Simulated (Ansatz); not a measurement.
GaCuSe2 in Ansatz: convergence with k mesh

GaCuSe2:

```
CELL_PARAMETERS angstrom
3.77442 0.00000 0.00000
0.00000 3.77442 0.00000
0.00000 0.00000 5.26589
ATOMIC_POSITIONS crystal
Se 0.50000 0.50000 0.00000
Se 0.00000 0.00000 0.50000
Ga 0.50000 0.50000 0.50000
Cu 0.00000 0.00000 0.00000
```

Measurements of this composition are mostly on another form, of space group No. 122.

```yaml
Program: Ansatz 0.2.0
Task: convergence study
Functional: r2SCAN
Potentials_or_basis: Ansatz PAW
Cutoff: "500 eV (not typed: the program's choice for these potentials)"
k_mesh: 2 × 2 × 2
Occupations: cold, width 0.1 eV
Spin: spin-orbit coupling, no magnetisation
```

These are the settings of the first run; the series varies k mesh, with any setting tied to it.

Hardware: 2 threads of Arm Neoverse V2 (shared host).

```tsv
k mesh	energy less the tightest run, at zero smearing (meV/atom)	pressure (GPa)	SCF cycles	CPU time (s)	peak memory (GiB)
2 × 2 × 2	198.96	1.72	13	22	0.83
3 × 3 × 2	23.71	-1.54	11	21	0.82
4 × 4 × 3	50.89	-1.39	11	34	0.88
5 × 5 × 4	-4.65	-1.96	10	47	0.91
6 × 6 × 5	-4.30	-2.11	12	84	0.99
8 × 8 × 6	4.87	-1.92	12	150	1.2
10 × 10 × 7	-1.35	-2.10	12	220	1.4
12 × 12 × 8	0.00	-2.03	12	360	1.8
```

Against the tightest run, the pressure stays within 0.1 GPa from 10 × 10 × 7 on. Not settled before the last step: the energy (to 1 meV/atom). Meshes of other sizes hit other points, so gaps and Fermi surfaces needn't settle smoothly. The tightest run that finished is the yardstick and may itself not be fully converged.

Caveat, for the tightest run too: the run has no spin polarisation, though such a crystal can be magnetic; the PAW data sets come from PBE, with cores solved anew for the run's functional, which leaves a small shift of forces and pressure.
